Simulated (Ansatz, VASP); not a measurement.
# Two plane-wave programs on HfN

```
CELL_PARAMETERS angstrom
0.00000 2.27390 2.27390
2.27390 0.00000 2.27390
2.27390 2.27390 0.00000
ATOMIC_POSITIONS crystal
Hf 0.00000 0.00000 0.00000
N 0.50000 0.50000 0.50000
```

Alike in both runs: task single point; functional PBE; k mesh 12 × 12 × 12; occupations gaussian, width 0.15 eV; no spin polarisation.

|  | VASP | Ansatz |
| --- | --- | --- |
| version | VASP 6.6.1 | Ansatz 0.2.0 |
| potentials or method | VASP PAW PBE potentials, release 64 (Hf_pv, N) | scalar-relativistic, plane waves, PAW |
| plane-wave cutoff (eV) | 520 | 420 |
| valence electrons in the cell | 15 | 31 |

```csv
,VASP,Ansatz,Ansatz less VASP
gap on the k mesh at the Fermi level (eV),none,none,-
pressure (GPa),-2.4,-0.1,+2.33
```

A gap of «none» marks a metal or a gap that the smearing closes. The functional is the same, so the differences come from potentials, cutoffs and numerics. The two sets of potentials don't hold the same shells in valence.

Spin-orbit coupling is left out, which matters for the levels of Hf.
